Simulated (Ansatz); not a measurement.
Ansatz input

```yaml
crystal:
  lattice:
    - [4.0716264249, 0.0, 0.0]
    - [0.0, 4.0716264249, 0.0]
    - [0.0, 0.0, 4.0716264249]
  atoms:
    - { symbol: Ba, position: [0.0, 0.0, 0.0] }
hamiltonian:
  xc: rpbe
  pseudopotentials:
    kind: paw
    azcp:
      Ba: "pseudopotentials/Ba.paw.azcp"
basis:
  ecutwfc: 420
  fft_grid_basis: typed
kpoints:
  mp_grid: { grid: [8, 8, 8], shift: [0, 0, 0] }
magnetization:
  spin_polarized: false
scf:
  occupations: { method: fermi_dirac, width: 0.1 }
relax:
  max_steps: 60
  f_tol: 0.01
  cell: {}
```

Output

```
Engine: ansatz 0.2.0, aarch64-unknown-linux-gnu
Pseudopotentials: kind: paw
Pseudopotential: Ba, paw, valence charge 10, recommended cutoff 420 eV (normal) 
Functional definition: RPBE
  parameter kappa = 0.804
  parameter beta = 0.06672455060314922
  exchange = rpbe_x(kappa = kappa, mu = beta*pi^2/3)
  correlation = pbe_c(beta = beta)
Crystal: 1 atoms, lattice volume = 67.500 Å³
Basis set: ecut = 420 eV, 1357 PW (Γ), exchange–correlation on 60×60×60 points (8 copies of the dense FFT grid, shifted against one another)
Bands: 9, of which v1, the nominal top of the filled ones, is band 5 counted from 1 (4 counted from 0)
Symmetry: 48 space group operations
Space group: Pm-3m (ITA 221), of the structure as read, at distance tolerance 4.1e-5 Å
k-points: 35 of 512
Non-local potential: Ba, projectors of the file, l = 0: 3, l = 1: 2, l = 2: 2, l = 3: 2
PAW form: soft (Blöchl's): semilocal exchange-correlation on the pseudo side does not see the compensation charge
PAW frozen core: Ba, regenerated for the run's functional, and the local potential with it (the file was generated under x = pbe(κ = 0.804, μ = 0.2195149727645171), c = pbe(β = 0.06672455060314922))
PAW one-centre angular grid: Ba, 194 points (default); XC on 64 Gauss nodes
Initial density: superposition of atomic densities (neutral atoms: chi_scale 0, normalization atom), corrected by the library's trained network
Initial wavefunctions: pseudopotential atomic-orbital guess
Functional: x = rpbe, c = pbe(β = 0.06672455060314922)
SCF iter   1: F=—  HF=-5958.904138 eV  |F-HF|=—  |Δ(HF+E_count)|=         —  Δρ=1.95e-3  dr2=6.15e-3  ethr=1.77e-3  ⟨swp⟩=7.5  Hψ=3041  notcnv=0
SCF iter   2: F=—  HF=-5958.904890 eV  |F-HF|=—  |Δ(HF+E_count)|=   7.52e-4  Δρ=1.42e-3  dr2=3.68e-3  ethr=6.15e-5  ⟨swp⟩=1.1  Hψ=604  notcnv=0
SCF iter   3: F=—  HF=-5958.905033 eV  |F-HF|=—  |Δ(HF+E_count)|=   1.42e-4  Δρ=5.46e-4  dr2=4.55e-4  ethr=3.68e-5  ⟨swp⟩=2.1  Hψ=451  notcnv=0
SCF iter   4: F=—  HF=-5958.905068 eV  |F-HF|=—  |Δ(HF+E_count)|=   3.49e-5  Δρ=1.06e-4  dr2=5.58e-6  ethr=4.55e-6  ⟨swp⟩=2.0  Hψ=457  notcnv=0
SCF iter   5: F=—  HF=-5958.905073 eV  |F-HF|=—  |Δ(HF+E_count)|=   5.70e-6  Δρ=2.73e-5  dr2=6.18e-7  ethr=5.58e-8  ⟨swp⟩=2.0  Hψ=529  notcnv=0
SCF iter   6: F=-5958.905073 eV  HF=-5958.905073 eV  |F-HF|=2.09e-9  |Δ(HF+E_count)|=   3.28e-8  Δρ=4.47e-6  dr2=1.77e-8  ethr=1.00e-9  ⟨swp⟩=4.9  Hψ=1078  notcnv=0
SCF 1 converged in 6 iterations: F = -5958.905073 eV  dr2 = 1.77e-8
relax step   1: F+E_penalty+E_count = -5958.90507324 eV  Δ(F+E_penalty+E_count) = +0.000e0 eV  max|allowed force component| = 0.000e0 eV/Å  Δτ_max = 0.0000 Å  P = +0.022 GPa  Ω = 67.500 Å³  (6 SCF iters, dr2 threshold 1.00e-7 eV, accepted)
Initial density: handed on by an earlier stage of this run
Initial wavefunctions: pseudopotential atomic-orbital guess (no wavefunctions were taken with the density)
iter 1 solved again at ethr=5.41e-8 eV; its pass at ethr=3.10e-3 eV (dr2=5.41e-6 eV) is discarded
SCF iter   1: F=—  HF=-5958.905074 eV  |F-HF|=—  |Δ(HF+E_count)|=         —  Δρ=4.41e-6  dr2=1.74e-8  ethr=5.41e-8  ⟨swp⟩=3.1  Hψ=4096  notcnv=0
SCF iter   2: F=—  HF=-5958.905073 eV  |F-HF|=—  |Δ(HF+E_count)|=   5.99e-7  Δρ=1.62e-6  dr2=1.27e-9  ethr=1.74e-10  ⟨swp⟩=2.2  Hψ=516  notcnv=0
SCF iter   3: F=—  HF=-5958.905073 eV  |F-HF|=—  |Δ(HF+E_count)|=   2.89e-9  Δρ=5.43e-7  dr2=1.13e-10  ethr=1.27e-11  ⟨swp⟩=2.1  Hψ=512  notcnv=0
SCF iter   4: F=-5958.905073 eV  HF=-5958.905073 eV  |F-HF|=9.09e-13  |Δ(HF+E_count)|=  5.78e-10  Δρ=2.79e-8  dr2=6.08e-13  ethr=1.00e-12  ⟨swp⟩=6.2  Hψ=1477  notcnv=0
SCF 2 converged in 4 iterations: F = -5958.905073 eV  dr2 = 6.08e-13
relax step   2: F+E_penalty+E_count = -5958.90507324 eV  Δ(F+E_penalty+E_count) = -6.174e-9 eV  max|allowed force component| = 0.000e0 eV/Å  Δτ_max = 0.0000 Å  P = +0.022 GPa  Ω = 67.500 Å³  stress off target by 2.20e-2 GPa  SCF on the basis re-selected at this cell (its energy is not comparable with the rows above)  (4 SCF iters)
basis re-selected at this cell: Δ(F+E_penalty+E_count) = -6.174e-9 eV, ΔP = -0.000 GPa vs the last step (what re-selecting the basis moved, of the pressure what is left beyond the Pulay correction that the steps carried, after the strain that the cell walked since its last selection, with what the two solves' SCF thresholds leave and, on support functions, any second-order correction that the steps lacked; it is no measure of the basis error at this ecutwfc). This SCF's stress stands 2.20e-2 GPa from its target on what of the cell is left free (relax.cell.stress_tol is 5.00e-2 GPa) and its largest allowed force component is 0.00e0 eV/Å (relax.f_tol is 1.00e-2 eV/Å): within both
SCF converged after 4 iterations
Free energy (F): -5958.905073 eV
Harris-Foulkes:  -5958.905073 eV  (|F-HF|=9.09e-13)
Internal energy: -5958.866379 eV  (E = F + TS)
E sigma→0 (E₀):  -5958.885726 eV
Entropy (-TS):   -0.038694 eV (-38.694 meV/atom)
Fermi energy:    5.390992 eV
--- Per-component energies (eV) ---
  E_band       = -92.712636
  E_kinetic    = 166.408489
  E_local      = -409.187809  (includes V_loc(G=0)·N_el)
  E_nonlocal   = 56.400806
  E_hartree    = 131.085418
  E_xc         = -166.879545
  E_vxc        = -133.433641  (∫ρ·V_xc dr)
  E_paw        = -5234.926863  (= ΣΔE_a)
  E_vpaw       = -35.071314  (= ΣTr[D̂ρ^β])
  E_aug_tail   = -0.000002  (compensation charges beyond the density's cutoff)
  E_ewald      = -501.716925
  E_core_change = -0.049947  (= ΣΔE_core)
  E_smearing   = -0.038694  (= −TS)
  E_closure    = -0.000000  (closes the sum)
  Σ components = -5958.905073   (vs F -5958.905073, Δ=0.00e0)
--- Forces (eV/Å), atoms counted from 1 ---
  atom   1  Ba     0.00000000    -0.00000000    -0.00000000
  max |Σ_I F_I| component: 9.76e-33 eV/Å
--- Stress (GPa, compression-positive) ---
        0.021965      -0.000000       0.000000
       -0.000000       0.021965       0.000000
       -0.000000       0.000000       0.021965
  P = ⅓ Tr σ = 0.0220 GPa (0.220 kbar)
--- Relaxed structure (1 steps of the walk, 1 accepted, 1 SCFs on fresh bases) ---
  F+E_penalty+E_count = -5958.90507324 eV   max|allowed force component| = 0.000e0 eV/Å   (the final SCF, on the basis selected at the relaxed cell)
  cell:  # Å, volume = 67.5000 Å³
    - [4.0716264249, 0.0, 0.0]
    - [0.0, 4.0716264249, 0.0]
    - [0.0, 0.0, 4.0716264249]
  atoms:
    - { symbol: Ba, position: [0.0, 0.0, 0.0] }
```
